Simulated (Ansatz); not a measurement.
Mg in Ansatz: the effect of functional

Mg:

```xyz
2
Lattice="3.2515 0.0000 0.0000 -1.6258 2.8159 0.0000 0.0000 0.0000 5.2789" Properties=species:S:1:pos:R:3 pbc="T T T"
Mg    1.6258    0.9386    3.9591
Mg    0.0000    1.8773    1.3197
```

The cell isn't the ideal one: volume scaled by 1.04.

Alike in all runs:

| Quantity | Value |
| --- | --- |
| Program | Ansatz 0.2.0 |
| Task | single point |
| Potentials or basis | Ansatz PAW |
| k mesh | 10 × 10 × 5 |
| Occupations | fermi-dirac, width 0.05 eV |
| Spin | no spin polarisation |

```csv
functional,cutoff,pressure (GPa)
LDA,420 eV (not typed: the program's choice for these potentials),-3.4
r2SCAN,500 eV (not typed: the program's choice for these potentials),?
PBE,420 eV (not typed: the program's choice for these potentials),-1.6
```

Problem. What does the run with functional r2SCAN give?

Solution. Pressure -2.3 GPa.

Caveats: the PAW data sets come from PBE, with cores solved anew for the run's functional, which leaves a small shift of forces and pressure (some runs).
